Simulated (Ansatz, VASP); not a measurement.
**NaCl in VASP and in Ansatz**

```
Cl Na
1.0
     0.00000    2.79406    2.79406
     2.79406    0.00000    2.79406
     2.79406    2.79406    0.00000
Cl Na
1 1
Direct
  0.50000 0.50000 0.50000
  0.00000 0.00000 0.00000
```

The cell is a database's computed one.

Alike in both runs: task relaxation of cell and atoms; functional PBEsol; k mesh 8 × 8 × 8; occupations fermi-dirac, width 0.05 eV; no spin polarisation.

```csv
,VASP,Ansatz
version,VASP 6.6.1,Ansatz 0.2.0
potentials or method,"VASP PAW PBE potentials, release 64 (Cl, Na_pv), cutoff 600 eV","all-electron LAPW, scalar-relativistic"
```

Ansatz gave:

```
relaxed volume (Å³/atom)                                     : 21.98
relaxed cell length with the largest relative difference (Å) : 3.961
```

Problem. Estimate VASP's values.

Solution. Relaxed volume (Å³/atom): 21.92; relaxed cell length with the largest relative difference (Å): 3.958.

Ansatz ran all-electron here, so the differences hold the error of VASP's frozen core and of both bases.

Caveats: the PAW data sets were made with another functional, which shifts forces and pressure a little (VASP).
